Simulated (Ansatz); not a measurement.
BN under changes of volume

One of the cells (5.969 Å³/atom); the others are scaled copies at fixed shape and fractional positions:

```xyz
4
Lattice="2.5539 0.0000 0.0000 -1.2770 2.2118 0.0000 0.0000 0.0000 4.2269" Properties=species:S:1:pos:R:3 pbc="T T T"
N     0.0000    1.4745    0.5295
N     1.2770    0.7373    2.6430
B     0.0000    1.4745    2.1123
B     1.2770    0.7373    4.2257
```

Measurements of this composition are mostly on another form, of space group No. 194.

```yaml
Program: Ansatz 0.2.0
Functional: PBEsol
Potentials_or_basis: all-electron LAPW, scalar-relativistic
Cutoff: 448 eV (chosen from the basis error)
Basis_error_allowed: 0.001 eV/atom
k_mesh: 12 × 12 × 6
Occupations: fermi-dirac, width 0.05 eV
Spin: no spin polarisation
```

```csv
volume (Å³/atom),energy over the lowest point (meV/atom),pressure (GPa),gap on the mesh (eV),largest force (eV/Å)
5.611,15.34,19.4,4.87,0.037
5.730,4.38,10.2,4.91,0.019
5.850,0.00,1.8,4.94,0.002
5.969,?,?,?,?
6.088,8.61,-12.8,5.01,0.028
6.208,20.58,-19.2,5.03,0.042
6.327,37.04,-24.9,5.06,0.055
```

**Question.** What does the run at 5.969 Å³/atom give?

**Answer.** Energy over the lowest point 1.59 meV/atom; pressure -5.9 GPa; gap on the mesh 4.98 eV; largest force 0.013 eV/Å.

Worked out: A Birch-Murnaghan fit of order 3 (a polynomial in V^(-2/3)) to the other rows has its minimum at 5.88 Å³/atom with B0 = V·E''(V) = 386 GPa and B' = 3.7 at fixed shape and positions, which overstates the stiffness. It gives 1.59 meV/atom at 5.969 Å³/atom, against the run's 1.59, and -dE/dV = -5.9 GPa, against -5.9. A straight line through the other rows of the gap, of slope 1.57 eV per unit of ln V, gives 4.97 eV, against the run's 4.98.

Energies are extrapolated to zero smearing.

A mesh can miss the band edges.
